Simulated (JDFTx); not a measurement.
Input of a JDFTx 1.7.0 (patched build) run:

The input CoO.in:

```
lattice \
    6.0426746988    -3.0213373495     0.0000000000 \
    0.0000000000     5.2331097960     0.0000000000 \
    0.0000000000     0.0000000000     9.8808293371
coords-type Lattice
ion Co     0.3333333333     0.6666666667     0.5033624100 1
ion Co     0.0000000000     0.0000000000     0.0034741400 1
ion O      0.3333333333     0.6666666667     0.8715556000 1
ion O      0.0000000000     0.0000000000     0.3716088500 1

ion-species pseudo/Co.upf
ion-species pseudo/O.upf
elec-cutoff 48 384
elec-ex-corr gga-PBE
kpoint-folding 10 10 5
elec-smearing Fermi 0.0018374661
elec-n-bands 33
spintype z-spin
initial-magnetic-moments Co 2 2
elec-initial-magnetization 4 no
electronic-SCF nIterations 100 energyDiffThreshold 1e-09
electronic-minimize nIterations 30 energyDiffThreshold 1e-7
converge-empty-states yes
forces-output-coords Cartesian

dump-name run.$VAR
dump End Ecomponents EigStats BandEigs Kpoints Forces Stress
```

Potentials or basis: PseudoDojo-SR-PBE-0.5-standard.

The run is started by

```console
$ jdftx -c 1 -i CoO.in -o CoO.out
```

**Question.** Predict the net moment.

**Answer.** 5.95 μB per cell.

**Question.** Predict the Loewdin charges.

**Answer.** Co +1.10; O -0.96 e.

**Question.** Estimate the site moments.

**Answer.** Co +2.50; O +0.46 μB.

**Question.** What does it give for the absolute moment?

**Answer.** 5.96 μB per cell.

Stress tensor (GPa, compression positive):
```
0.12 0.00 0.00
0.00 0.12 0.00
0.00 0.00 3.43
```
